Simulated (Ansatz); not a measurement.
## Ge, one cell by several methods

```
CELL_PARAMETERS angstrom
3.99759 -0.05996 -0.05996
-2.05072 3.49199 -0.02195
-0.09899 -0.09899 6.59938
ATOMIC_POSITIONS crystal
Ge 0.66667 0.33333 0.06290
Ge 0.33333 0.66667 0.56290
Ge 0.66667 0.33333 0.43710
Ge 0.33333 0.66667 0.93710
```

Atoms are numbered in the order listed.

The conventional cell has a = 3.947 Å, b = 3.998 Å, c = 6.601 Å, α = 88.29°, β = 87.64°, γ = 61.28°. Around Ge (atom 1) lie 4 Ge at 2.43 to 2.47 Å. Ge (atom 2) is surrounded by 4 Ge at 2.39 to 2.49 Å.

Structure from Materials Project entry mp-1007760 (possibly hypothetical), not relaxed further. The listed cell was then made from it by scaling, straining or moving an atom.

All numbers are computed: DFT, PBEsol, PAW with Ansatz's default frozen-core files, scalar-relativistic (Ansatz 0.2.0); DFT, PBEsol, all-electron PAW with datasets made for the crystal, scalar-relativistic (Ansatz 0.2.0); DFT, PBEsol, all-electron LAPW, scalar-relativistic (Ansatz 0.2.0).

For PAW: a Γ-centred 11×11×6 k mesh, Fermi–Dirac smearing of 0.05 eV, cutoff 420 eV, no spin polarisation; the PAW files were made with PBE, and the program remakes their frozen cores for this functional. The crystal-made all-electron datasets (AE datasets) take a cutoff of 160 eV at this cell. LAPW targets a basis error of 1 meV/atom. The Ansatz runs share mesh, smearing and spin set-up. Plane-wave (PAW) pressures include the program's estimate of the Pulay term.

Stress and pressure are positive in compression.

The change that made this cell: equal xy, yz and zx engineering shear strains of -3 %.

In a metal, gradients converge slowly with the k mesh: the values move by tens of per cent from one mesh to another, at times in sign, so only the comparison on one mesh counts.

```csv
quantity,PAW,AE datasets,LAPW
pressure (GPa),0.10,0.09,0.10
stress xx (GPa),0.20,0.19,0.20
stress yy (GPa),0.16,0.16,0.16
stress zz (GPa),-0.07,-0.07,-0.07
stress yz (GPa),1.45,1.45,1.45
stress xz (GPa),1.45,1.45,1.45
stress xy (GPa),2.05,2.05,2.05
"force on Ge1, y (eV/Å)",0.172,0.172,0.172
"force on Ge2, x (eV/Å)",0.426,0.426,0.425
largest principal field gradient Vzz at Ge2 (10²¹ V/m²),-2.46,-2.45,–
```

PAW's pressure differs from the LAPW value by about 0.01 GPa or less.
